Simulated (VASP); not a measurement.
# Na (C2/m) in VASP: single point with PBEsol

Aim: the single point of Na with PBEsol.

All numbers are computed with VASP 6.6.1; they aren't measurements. Logs are shortened: lines on timing, memory, paths and dates and some standing lists are left out, and cuts for length are marked.

**1. The cell of the first run**

It takes space group C2/m (No. 12, monoclinic). Conventional cell: a = 4.237 Å, b = 6.227 Å, c = 3.668 Å, α = 90.00°, β = 123.56°, γ = 90.00°. Around Na (site symmetry 2/m) lie 8 Na at 3.67 to 3.77 Å.

**2. Single point, PBEsol (strained and moved within a subgroup)**

INCAR reads:

```
PREC = Accurate
ENCUT = 520
EDIFF = 1E-6
ISMEAR = 0
SIGMA = 0.1
LREAL = False
LASPH = True
NELM = 100
ALGO = Fast
ISIF = 2
LWAVE = False
LCHARG = True
GGA = PS
LELF = True
LVHAR = True
NBANDS = 10
```

KPOINTS reads:

```
Automatic mesh
0
Gamma
  12 12 12
```

POSCAR reads:

```
Na
1.0
   -2.1396278750      2.0733289500      2.1396278750
    2.1790557250     -2.1183046500      2.2240314250
    2.1846035750      2.1632803500     -2.1846035750
Na
1
Direct
    0.0000000000      0.0000000000      0.0000000000
```

Potentials or basis: VASP PAW PBE potentials, release 64 (Na_pv).

Started as:

```sh
cat potpaw_PBE.64/Na_pv/POTCAR > POTCAR
mpirun -np 1 vasp_std > vasp.out
```

OUTCAR:

```text
PREC = Accurate
   ENCUT = 520
   EDIFF = 1E-6
   ISMEAR = 0
   LREAL = False
   LASPH = True
   NELM = 100
   ISIF = 2
   GGA = PS

 ion  position               nearest neighbor table
   1  0.000  0.000  0.000-

  LATTYP: Found a base centered monoclinic cell.
 ALAT       =     4.2370867336
 B/A-ratio  =     1.4696195654
 C/A-ratio  =     0.8657047122
 COS(beta)  =    -0.5527905007

  Lattice vectors:

 A1 = (  -2.2240314250,  -2.1183046500,  -2.1790557250)
 A2 = (   2.1790557250,  -2.1183046500,   2.2240314250)
 A3 = (  -2.1396278750,   2.0733289500,   2.1396278750)

Analysis of symmetry for initial positions (statically):
=====================================================================
 Subroutine PRICEL returns:
 Original cell was already a primitive cell.

 Routine SETGRP: Setting up the symmetry group for a
 base centered monoclinic supercell.

 Subroutine GETGRP returns: Found  4 space group operations
 (whereof  4 operations were pure point group operations)
 out of a pool of  4 trial point group operations.

The static configuration has the point symmetry C_2h.

Analysis of symmetry for dynamics (positions and initial velocities):
=====================================================================
 Subroutine PRICEL returns:
 Original cell was already a primitive cell.

 Routine SETGRP: Setting up the symmetry group for a
 base centered monoclinic supercell.

 Subroutine GETGRP returns: Found  4 space group operations
 (whereof  4 operations were pure point group operations)
 out of a pool of  4 trial point group operations.

The dynamic configuration has the point symmetry C_2h.

 Subroutine INISYM returns: Found  4 space group operations
 (whereof  4 operations are pure point group operations),
 and found     1 'primitive' translations

----------------------------------------------------------------------------------------

                                     Primitive cell

  volume of cell :      40.3235

  direct lattice vectors                    reciprocal lattice vectors
    -2.139627875  2.073328950  2.139627875    -0.004551871  0.238545487  0.231665250
     2.179055725 -2.118304650  2.224031425     0.227113379  0.000000000  0.227113379
     2.184603575  2.163280350 -2.184603575     0.226754175  0.233634413  0.000359203

  length of vectors
     3.668065951  3.765874961  3.771573602     0.332555946  0.321186821  0.325580442

  position of ions in fractional coordinates (direct lattice)
     0.000000000  0.000000000  0.000000000

  ion indices of the primitive-cell ions
   primitive index   ion index
                 1           1

----------------------------------------------------------------------------------------

 KPOINTS: Automatic mesh

Automatic generation of k-mesh.
 Grid dimensions read from file:
 generate k-points for:   12   12   12

 Generating k-lattice:

  Cartesian coordinates                     Fractional coordinates (reciprocal lattice)
    -0.000379323  0.019878791  0.019305437     0.083333333 -0.000000000  0.000000000
     0.018926115  0.000000000  0.018926115     0.000000000  0.083333333  0.000000000
     0.018896181  0.019469534  0.000029934     0.000000000  0.000000000  0.083333333

  Length of vectors
     0.027712995  0.026765568  0.027131703

  Shift w.r.t. Gamma in fractional coordinates (k-lattice)
     0.000000000  0.000000000  0.000000000

 Subroutine IBZKPT returns following result:
 ===========================================

 Found    476 irreducible k-points:

 Following reciprocal coordinates:
            Coordinates               Weight
  0.000000  0.000000  0.000000      1.000000
  0.083333 -0.000000 -0.000000      4.000000
  0.166667  0.000000 -0.000000      4.000000
  0.250000 -0.000000  0.000000      4.000000
  0.333333  0.000000 -0.000000      4.000000
  0.416667 -0.000000  0.000000      4.000000
[... 16 lines left out ...]
  0.333333  0.166667  0.000000      4.000000
  0.416667  0.166667  0.000000      4.000000
 [... further k-points ...]
   k-points           NKPTS =    476   k-points in BZ     NKDIM =    476   number of bands    NBANDS=     10
   number of dos      NEDOS =    301   number of ions     NIONS =      1
   total plane-waves  NPLWV =  21952
   dimension x,y,z NGX =    28 NGY =   28 NGZ =   28
   dimension x,y,z NGXF=    56 NGYF=   56 NGZF=   56
   ions per type =               1
   NGX,Y,Z   is equivalent  to a cutoff of  12.69, 12.36, 12.34 a.u.
   NGXF,Y,Z  is equivalent  to a cutoff of  25.38, 24.72, 24.68 a.u.
 SYSTEM =  unknown system
   PREC   = accura    normal or accurate (medium, high low for compatibility)
   ISTART =      0    job   : 0-new  1-cont  2-samecut
   ICHARG =      2    charge: 1-file 2-atom 10-const
   ISPIN  =      1    spin polarized calculation?
   LNONCOLLINEAR =      F non collinear calculations
   LSORBIT =      F    spin-orbit coupling
   LASPH  =      T    aspherical Exc in radial PAW
   ENCUT  =  520.0 eV  38.22 Ry    6.18 a.u.   6.82  7.00  7.01*2*pi/ulx,y,z
   NELM   =    100;   NELMIN=  2; NELMDL= -5     # of ELM steps
   EDIFF  = 0.1E-05   stopping-criterion for ELM
   LREAL  =      F    real-space projection
   EDIFFG = 0.1E-04   stopping-criterion for IOM
   NSW    =      0    number of steps for IOM
   IBRION =     -1    ionic relax: 0-MD 1-quasi-New 2-CG
   NFREE  =      0    steps in history (QN), initial steepest desc. (CG)
   ISIF   =      2    stress and relaxation
   ISYM   =      2    0-nonsym 1-usesym 2-fastsym
   POTIM  = 0.5000    time-step for ionic-motion
   TEBEG  =    0.0;   TEEND  =   0.0 temperature during run
   PSTRESS=    0.0 pullay stress
   NELECT =       7.0000    total number of electrons
   NUPDOWN=      -1.0000    fix difference up-down
   EMIN   =  10.00;   EMAX   =-10.00  energy-range for DOS
   EFERMI =   0.00;   METHOD = LEGACY
   ISMEAR =     0;   SIGMA  =   0.10  broadening in eV -4-tet -1-fermi 0-gaus
   EFERMI_NEDOS =   21; number of points for ismear=-14 and -15
   IALGO  =     68    algorithm
   IMIX   =      4    mixing-type and parameters
     AMIX     =   0.40;   BMIX     =  1.00
     AMIX_MAG =   1.60;   BMIX_MAG =  1.00
  volume/ion in A,a.u.               =      40.32       272.12
  Fermi-wavevector in a.u.,A,eV,Ry     =   0.913246  1.725785 11.347516  0.834019
  Thomas-Fermi vector in A             =   2.037736
   LORBIT       =      0    0 simple, 1 ext, 2 COOP (PROOUT), +10 PAW based schemes
   GGA     = PS    functional components
   LHFCALC =     F    Hartree Fock is set to
   AEXX    =    0.0000 exact exchange contribution
   IVDW    =     0    specifies the selected vdW correction
   LEPSILON=     F    determine dielectric tensor
   LRPA    =     F    only Hartree local field effects (RPA)
 non-spin polarized calculation
 RMM-DIIS sequential band-by-band and
 Gauss-broadening in eV      SIGMA  =   0.10
  energy-cutoff  :      520.00
  volume of cell :       40.32
 maximum number of plane-waves:      1105
   NGX = 13   NGY = 13   NGZ = 13

 number of electron       6.9999998 magnetization

 Free energy of the ion-electron system (eV)
  ---------------------------------------------------
  ext. energy  EPLUGINS =         0.00000000
  ---------------------------------------------------
  free energy    TOTEN  =        -1.38904599 eV

  energy without entropy =       -1.38591012  energy(sigma->0) =       -1.38747806

 E-fermi :   0.0453     XC(G=0):  -6.2838

 val. band max:        0.0322583990   @ k =   0.1667   0.3333   0.0000
 cond. band min:       0.0461648029   @ k =   0.3333   0.0833   0.0833
 fundamental gap:      0.0139064039
 Fermi energy:         0.0452801275

 k-point     1 :       0.0000    0.0000    0.0000
  band No.  band energies     occupation
      1     -24.7833      2.00000
      2     -24.7823      2.00000
      3     -24.7822      2.00000
      4      -3.0254      2.00000
      5      10.9477      0.00000
      6      11.3314      0.00000
      7      11.3777      0.00000
      8      12.1288      0.00000
      9      12.2167      0.00000
     10      12.6325      0.00000

 k-point     2 :       0.0833   -0.0000   -0.0000
  band No.  band energies     occupation
      1     -24.7851      2.00000
      2     -24.7830      2.00000
      3     -24.7823      2.00000
      4      -2.9064      2.00000
      5      10.1431      0.00000
      6      10.3645      0.00000
      7      10.7435      0.00000
      8      11.2572      0.00000
      9      11.6424      0.00000
     10      12.7560      0.00000

 k-point     3 :       0.1667    0.0000   -0.0000
  band No.  band energies     occupation
      1     -24.7903      2.00000
      2     -24.7849      2.00000
      3     -24.7823      2.00000
      4      -2.5507      2.00000
      5       8.0582      0.00000
      6       9.4731      0.00000
      7       9.9375      0.00000
      8      10.3578      0.00000
      9      11.1636      0.00000
     10      12.9339      0.00000

 k-point     4 :       0.2500   -0.0000    0.0000
  band No.  band energies     occupation
      1     -24.7974      2.00000
      2     -24.7874      2.00000
      3     -24.7823      2.00000
      4      -1.9630      2.00000
      5       6.0614      0.00000
      6       8.7402      0.00000
      7       9.2919      0.00000
      8       9.6204      0.00000
      9      10.6162      0.00000
     10      13.3399      0.00000

 k-point     5 :       0.3333    0.0000   -0.0000
  band No.  band energies     occupation
      1     -24.8045      2.00000
      2     -24.7898      2.00000
      3     -24.7822      2.00000
      4      -1.1505      2.00000
      5       4.2362      0.00000
      6       8.2036      0.00000
      7       8.8307      0.00000
      8       9.0938      0.00000
      9      10.1309      0.00000
     10      13.9610      0.00000

 k-point     6 :       0.4167   -0.0000    0.0000
  band No.  band energies     occupation
      1     -24.8097      2.00000
      2     -24.7916      2.00000
      3     -24.7822      2.00000
      4      -0.1252      1.98408
      5       2.6028      0.00000
      6       7.8779      0.00000
      7       8.5553      0.00000
      8       8.7793      0.00000
      9       9.8098      0.00000
     10      14.7360      0.00000
[... 183 lines left out ...]
 k-point    21 :       0.1667    0.1667    0.0000
  band No.  band energies     occupation
      1     -24.7973      2.00000
      2     -24.7886      2.00000
      3     -24.7839      2.00000
      4      -1.6758      2.00000
      5       5.7080      0.00000
      6       6.6471      0.00000
      7       8.7056      0.00000
      8      10.8401      0.00000
      9      11.7569      0.00000
     10      13.9475      0.00000

 k-point    22 :       0.2500    0.1667   -0.0000
  band No.  band energies     occupation
      1     -24.8023      2.00000
      2     -24.7918      2.00000
      3     -24.7842      2.00000
      4      -0.8827      2.00000
      5       4.5526      0.00000
      6       5.5172      0.00000
      7       8.1716      0.00000
      8      10.5404      0.00000
      9      12.2355      0.00000
     10      13.4661      0.00000

 k-point    23 :       0.3333    0.1667    0.0000
  band No.  band energies     occupation
      1     -24.8066      2.00000
      2     -24.7939      2.00000
      3     -24.7843      2.00000
      4       0.1225      0.27487
      5       2.9958      0.00000
      6       5.1820      0.00000
      7       7.8482      0.00000
      8      10.2433      0.00000
      9      12.7144      0.00000
     10      13.4223      0.00000

 k-point    24 :       0.4167    0.1667    0.0000
  band No.  band energies     occupation
      1     -24.8092      2.00000
      2     -24.7940      2.00000
      3     -24.7844      2.00000
      4       1.2063      0.00000
      5       1.6972      0.00000
      6       5.1288      0.00000
      7       7.7373      0.00000
      8      10.1190      0.00000
      9      12.6058      0.00000
     10      13.6657      0.00000

 [... further k-points ...]

------------------------ aborting loop because EDIFF is reached ----------------------------------------

  FORCE on cell =-STRESS in cart. coord.  units (eV):
  Direction    XX          YY          ZZ          XY          YZ          ZX
  --------------------------------------------------------------------------------------
  -------------------------------------------------------------------------------------
  Total       -0.1230365     -0.1438646     -0.1230365     -0.0205872      0.0205872     -0.0217867
  in kB       -4.8886142     -5.7161790     -4.8886142     -0.8179930      0.8179927     -0.8656539
  external PRESSURE =      -5.1644691 kB  Pullay stress =       0.0000000 kB

 VOLUME and BASIS-vectors are now :
 -----------------------------------------------------------------------------
  energy-cutoff  :      520.00
  volume of cell :       40.32
      direct lattice vectors                 reciprocal lattice vectors
    -2.139627875  2.073328950  2.139627875    -0.004551871  0.238545487  0.231665250
     2.179055725 -2.118304650  2.224031425     0.227113379  0.000000000  0.227113379
     2.184603575  2.163280350 -2.184603575     0.226754175  0.233634413  0.000359203

 POSITION                                       TOTAL-FORCE (eV/Angst)
 -----------------------------------------------------------------------------------
      0.00000      0.00000      0.00000         0.000000      0.000000      0.000000
 -----------------------------------------------------------------------------------
    total drift:                               -0.000000     -0.000000     -0.000000

  FREE ENERGIE OF THE ION-ELECTRON SYSTEM (eV)
  ---------------------------------------------------
  free  energy   TOTEN  =        -1.3890459930 eV

  energy  without entropy=       -1.3859101192  energy(sigma->0) =       -1.38747806
```

It took 79 s on 1 thread of Intel Xeon Platinum 8559C (Emerald Rapids), shared host; peak memory 0.26 GiB.

Results:

```
Free energy            : -1.3890 eV
Pressure               : -0.5 GPa
Band gap on the k mesh : none (metal or under the smearing width)
```

Stress tensor (GPa, compression positive):
```
-0.49 -0.08 -0.09
-0.08 -0.57  0.08
-0.09  0.08 -0.49
```

Caveat: the PAW data sets were made with another functional, which shifts forces and pressure a little.
